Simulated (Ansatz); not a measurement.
**NaCl: all-electron results**

```xyz
2
Lattice="2.8600 0.0000 0.0000 0.0000 2.8600 0.0000 0.0000 0.0000 2.8600" Properties=species:S:1:pos:R:3 pbc="T T T"
Na    0.0000    0.0000    0.0000
Cl    1.4300    1.4300    1.4300
```

Atom numbers follow the list: Na1, Cl2.

The conventional cell has a = 2.860 Å, b = 2.860 Å, c = 2.860 Å, α = 90.00°, β = 90.00°, γ = 90.00°. Around Na (atom 1) lie 8 Cl at 2.48 Å. Cl (atom 2) is surrounded by 8 Na at 2.48 Å.

The cell comes from COD entry 2104025, which wasn't checked; take it as a given geometry.

All numbers are computed: DFT, PBEsol, all-electron LAPW, scalar-relativistic (Ansatz 0.2.0); DFT, PBEsol, PAW with Ansatz's default frozen-core files, scalar-relativistic (Ansatz 0.2.0).

For LAPW: a Γ-centred 9×9×9 k mesh, Fermi–Dirac smearing of 0.03 eV, basis error target 0.5 meV/atom, no spin polarisation. PAW takes a cutoff of 420 eV at this cell (files made with PBE, cores remade for this functional). The Ansatz runs share mesh, smearing and spin set-up. Values come from LAPW unless marked.

```
Pressure at this cell : 594 kbar
Volume per atom       : 78.9 bohr³
```

Q: Bader charges (from the PAW run): what does the calculation give?

A: Na1 +0.81, Cl2 -0.81 e.

Q: Löwdin charges (with 0.07 e of the cell spilling out of the atomic basis, so their sizes and signs hang on that basis): what does the calculation give?

A: Na1 0.69, Cl2 -0.62 e.

Q: Band gap: what does the calculation give?

A: 4.15 eV, direct at M (0.5, 0.5, 0).
